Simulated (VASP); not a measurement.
# Γ, X and L conduction valleys of InP (F-43m) against volume, r2SCAN with spin-orbit coupling

In InP each indium atom is bonded to four phosphorus atoms and each phosphorus to four indium. The nine members are this one crystal at nine volumes, and since symmetry holds the atoms at their sites, only the In–P bond length changes. I follow the conduction valleys at Γ, along Γ–X and at L, each counted from the valence-band top at Γ. Their order decides whether the gap is direct, and their spacing decides how easily fast electrons scatter out of the light Γ valley. My question is how fast each valley moves with volume, and whether any two change places. The minimum along Γ–X sits at X itself at every volume, so I call it the X valley.

## Systems and settings

The start is a typed prototype cell. The crystal was relaxed with LDA. It is scaled evenly about that cell, atoms relaxed with LDA. VASP 6.6.1, plane waves with PAW, cutoff 450 eV, no spin polarisation. Band edges are single points at r2SCAN with spin-orbit coupling on these cells, k mesh 7×7×7, read on short lines of k points at the zone centre and through the valleys; energies are counted from the valence-band top at the zone centre.  All levels use the PAW data sets made with LDA.

Notes on method and selection:

- A valley's energy from the valence-band top holds the shift of that top as well as the shift of the valley.
- Runs that did not converge, have known faults or may not be shown are not listed, and runs on Ansatz's PAW sets soft_1 and soft_2 are kept to separate tables.

Columns:

- 100 ln(V/V0): 100 ln(V/V0), V0 the volume of the reference cell.
- Γ level (eV): lowest conduction level at Γ.
- Δ valley (eV): minimum of the conduction band along Γ–X.
- L valley (eV): conduction level at L.
- Γ mass (mₑ): curvature mass of the lowest conduction band at Γ, fitted within 0.05 1/Å.

Input lines of one member:

```
PREC = Accurate
ENCUT = 450
EDIFF = 1E-06
NELM = 100
ISMEAR = 0
SIGMA = 0.02
LREAL = .FALSE.
ALGO = Normal
METAGGA = R2SCAN
LASPH = .TRUE.
LNONCOLLINEAR = .TRUE.
NBANDS = 28
GGA_COMPAT = .FALSE.
LSORBIT = .TRUE.
KPAR = 3
```

Command (options for logging and memory left out): `mpirun -np 3 vasp_ncl`

## Table of results

| member | 100 ln(V/V0) | Γ level (eV) | Δ valley (eV) | L valley (eV) | Γ mass (mₑ) |
| --- | --- | --- | --- | --- | --- |
| V/V0 = 0.94 | −6.19 | 1.591 | 1.835 | 2.037 | 0.1076 |
| V/V0 = 0.955 | −4.60 | 1.500 | 1.865 | 1.997 | 0.1029 |
| V/V0 = 0.97 | −3.05 | 1.410 | 1.894 | 1.957 | 0.0980 |
| V/V0 = 0.985 | −1.51 | 1.322 | 1.922 | 1.917 | 0.0929 |
| V/V0 = 1 | 0.00 | 1.234 | 1.948 | 1.877 | 0.0877 |
| V/V0 = 1.015 | 1.49 | 1.147 | 1.973 | 1.838 | 0.0824 |
| V/V0 = 1.03 | 2.96 | 1.061 | 1.997 | 1.799 | 0.0773 |
| V/V0 = 1.045 | 4.40 | 0.976 | 2.019 | 1.760 | 0.0722 |
| V/V0 = 1.06 | 5.83 | 0.892 | 2.041 | 1.721 | 0.0671 |

Least-squares fits to the whole series, with x = 100 ln(V/V0); R² and errors in the fitted variable (y, or ln y where the fit is in ln y):

| y | members | fit | R² | rms residual | leave-one-out rms | the same for the mean of the others |
| --- | --- | --- | --- | --- | --- | --- |
| Γ level (eV) | 9 | y = 1.2327 − 0.058164 x | 1.00 | 0.0011 | 0.0016 | 0.25 |
| Δ valley (eV) | 9 | y = 1.945 + 0.01714 x | 1.00 | 0.0026 | 0.0037 | 0.075 |

## Interpretation

From V/V0 = 0.94 to 1.06 the Γ level falls by 0.699 eV and the L valley by 0.316 eV, while the X valley rises by 0.206 eV. Γ is lowest in all nine rows, so the gap stays direct. The upper two valleys do change places: X lies below L in the three smallest cells and above it in the other six.

For a model I start at Γ, where symmetry keeps s and p states apart. The conduction level is the antibonding combination of In and P s orbitals, and the valence top is the bonding combination of p orbitals. I assume fixed site energies, a constant spin-orbit shift of the valence top, and couplings $t_s$, $t_p$ that scale as $d^{-2}$ with bond length $d$. With $\delta_s$, $\delta_p$ half the In–P differences in site energy, and $\varepsilon_0$ the mean s energy minus the mean p energy (a negative number, since s lies below p), with the constant spin-orbit shift taken into it,

$$E_\Gamma = \varepsilon_0 + \sqrt{\delta_s^2+t_s^2} + \sqrt{\delta_p^2+t_p^2}.$$

Since $d \propto V^{1/3}$, each coupling goes as $V^{-2/3}$, and

$$\frac{dE_\Gamma}{d\ln V} = -\frac{2}{3}\left[\frac{t_s^2}{\sqrt{\delta_s^2+t_s^2}}+\frac{t_p^2}{\sqrt{\delta_p^2+t_p^2}}\right] < 0.$$

Stretching the bond therefore lowers the antibonding level and raises the bonding one, and the gap closes from both sides.

At L and X the states mix s and p character, and I have no equally short formula for them. I assume only that their energies are smooth in volume. To first order in $x = 100\ln(V/V_0)$, every valley $i$ then follows

$$E_i(x) = E_i(0) + a_i x,$$

with two parameters per valley. One unit of $x$ is about one per cent of volume.

The Γ mass falls along with the Γ level, from 0.1076 to 0.0671 mₑ. This is the direction expected when the coupling between conduction and valence bands acts across a smaller gap.

## Fixing and testing the model

I fix the lines on V/V0 = 0.97 (x = −3.05) and V/V0 = 1.03 (x = 2.96), which lie 2.96 + 3.05 = 6.01 apart. The rates, in eV per unit of x, are

- Γ: (1.061 − 1.410) / 6.01 = −0.05807
- X: (1.997 − 1.894) / 6.01 = 0.01714
- L: (1.799 − 1.957) / 6.01 = −0.02629

In the sums below I count x from the 0.97 member.

For V/V0 = 0.94 the step is −6.19 + 3.05 = −3.14:

- Γ: 1.410 + 0.05807 × 3.14 = 1.592 eV, table 1.591
- X: 1.894 − 0.01714 × 3.14 = 1.840 eV, table 1.835
- L: 1.957 + 0.02629 × 3.14 = 2.040 eV, table 2.037

For V/V0 = 0.985 the step is −1.51 + 3.05 = 1.54:

- Γ: 1.410 − 0.05807 × 1.54 = 1.321 eV, table 1.322
- X: 1.894 + 0.01714 × 1.54 = 1.920 eV, table 1.922
- L: 1.957 − 0.02629 × 1.54 = 1.917 eV, table 1.917

For V/V0 = 1.06 the step is 5.83 + 3.05 = 8.88:

- Γ: 1.410 − 0.05807 × 8.88 = 0.894 eV, table 0.892
- X: 1.894 + 0.01714 × 8.88 = 2.046 eV, table 2.041
- L: 1.957 − 0.02629 × 8.88 = 1.724 eV, table 1.721

The same lines say where X and L meet. At V/V0 = 0.97 X is lower by 1.957 − 1.894 = 0.063 eV, and the two approach at 0.01714 + 0.02629 = 0.04343 eV per unit of x. They cross after 0.063 / 0.04343 = 1.45 units, at x = −1.60, or V/V0 = exp(−0.0160) = 0.984. The table agrees: at V/V0 = 0.985 L is already the lower, by 0.005 eV.

## Where the trend breaks

Largest departures from the fit to the whole series:

| member | Γ level (eV) | fit | computed − fit | in rms residuals |
| --- | --- | --- | --- | --- |
| V/V0 = 0.94 | 1.591 | 1.593 | −0.002 | 1.6 |
| V/V0 = 1.06 | 0.892 | 0.894 | −0.002 | 1.4 |
| V/V0 = 0.985 | 1.322 | 1.321 | +0.001 | 1.3 |
| V/V0 = 1 | 1.234 | 1.233 | +0.001 | 1.2 |

The straight line fails most clearly for the X valley. The computed values lie 0.005 eV below the line through the 0.97 and 1.03 members at both ends and 0.002 eV above it at V/V0 = 0.985. The assumption that fails is the constant rate: between neighbouring rows it drops from (1.865 − 1.835) / (6.19 − 4.60) = 0.0189 eV per unit of x at the compressed end to (2.041 − 2.019) / (5.83 − 4.40) = 0.0154 at the expanded end. One possible cause is repulsion from higher, d-like states. It would push the X level down more strongly as the bonds shorten, which would give the sign of the bend and, if strong enough to outweigh the rise of the valence top, the rise of the valley with volume.

At Γ the line holds to 0.002 eV, but the bond picture behind it does less well. With $d^{-2}$ couplings and fixed site energies, each term in the Γ rate varies between $t$ (for $t \gg \delta$) and $t^2$ (for $t \ll \delta$), that is, between $V^{-2/3}$ and $V^{-4/3}$. The three smallest and the three largest cells lie about 0.09 apart in ln V, so the rate should weaken by roughly 6 to 11 % between them. In the table it strengthens slightly, from −0.181 / 3.14 = −0.0576 to −0.169 / 2.87 = −0.0589 eV per unit of x. The picture thus explains the sign of the slope but not its curvature, so at least one of the model's assumptions is too simple; the table does not tell which.

## Rules of thumb and their limits

Between V/V0 = 0.94 and 1.06 a straight line in ln V serves all three valleys to about 0.005 eV. With r2SCAN the crystal is still compressed at V0, so its own equilibrium lies on the expanded side, where the order is Γ, L, X.

I know of no omitted effect as large as the 0.699 eV travel of the Γ level. The error of r2SCAN itself, which usually leaves semiconductor gaps too small by some tenths of an eV, can match the whole travel of the X valley. The crossing is more delicate, because a shift of the valence top cancels there but unequal errors in X and L do not. An error of 0.1 eV in their separation would move it by 0.1 / 0.043 = 2.3 units of x.

[Logs are printed without paths, hosts, clocks, repeated set-up lines and the standing remarks that a program may print on its own settings, such as how far it seeks lower states.]
